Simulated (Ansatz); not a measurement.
KI:

```
I K
1.0
     0.00000    3.53277    3.53277
     3.53277    0.00000    3.53277
     3.53277    3.53277    0.00000
I K
1 1
Direct
  0.50000 0.50000 0.50000
  0.00000 0.00000 0.00000
```

Base run:

```yaml
Program: Ansatz 0.2.0
Functional: PBEsol
Potentials_or_basis: all-electron PAW datasets made for the crystal
Cutoff: 200 eV (chosen from the basis error)
k_mesh: 6 × 6 × 6
Occupations: fermi-dirac, width 0.05 eV
Spin: no spin polarisation
```

Its results: band gap on the k mesh 3.82 eV, direct; pressure -0.3 GPa.

**Question.** The run is repeated on the same cell with these changes: functional from PBEsol to PBE0; cutoff from 200 eV (chosen from the basis error) to 290 eV (chosen from the basis error). What comes out?

**Answer.** Band gap on the k mesh 5.65 eV, direct; pressure 0.4 GPa.

PBE0 gives the wider gap, since exact exchange removes part of the self-interaction.

Caveats: spin-orbit coupling is left out, which moves the levels of the heavy elements.

The runs don't all hold the same shells in valence.
